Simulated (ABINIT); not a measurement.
Runs of ABINIT 10.8.3 (patched build) on Cu3N. The structure is cubic, space group Pm-3m (No. 221). Conventional cell: a = 3.820 Å, b = 3.820 Å, c = 3.820 Å, α = 90.00°, β = 90.00°, γ = 90.00°. Around Cu (site symmetry 4/mmm) lie 2 N at 1.91 Å. N (site symmetry m-3m) is surrounded by 6 Cu at 1.91 Å. The cell was built by a generator and needn't be a form met in nature.

```tsv
task	level	potentials or basis	cell	cell freedom (optcell)	cutoff smearing ecutsm (Ha)	optimiser (ionmov)	force stop (Ha/bohr)	gap on the mesh (eV)	pressure (GPa)	relaxed volume (Å³/atom)
relaxation of cell and atoms	LDA	PseudoDojo NC SR LDA v0.4.1 standard	relaxed	2	0.5	2	0.0005	none	-0.1	(a)
single point	PBEsol	PseudoDojo NC SR PBEsol v0.4.1 standard	cell relaxed	-	-	-	-	none	0.0	-
single point	LDA	PseudoDojo NC SR LDA v0.4.1 standard	cell relaxed	-	-	-	-	none	-0.1	-
relaxation of cell and atoms	PBEsol	PseudoDojo NC SR PBEsol v0.4.1 standard	relaxed	2	0.5	2	0.0005	none	0.0	13.35
```

Alike in all rows: no spin polarisation; k mesh 8 × 8 × 8; cutoff (eV) 1252; smearing fermi-dirac 0.05 eV.

Estimate the missing entries.

(a) 12.91.

Caveats: the run has no spin polarisation, though such a crystal can be magnetic.

A gap of «none» marks a metal or a gap under the smearing width.

Runs at the PBE level aren't shown here.
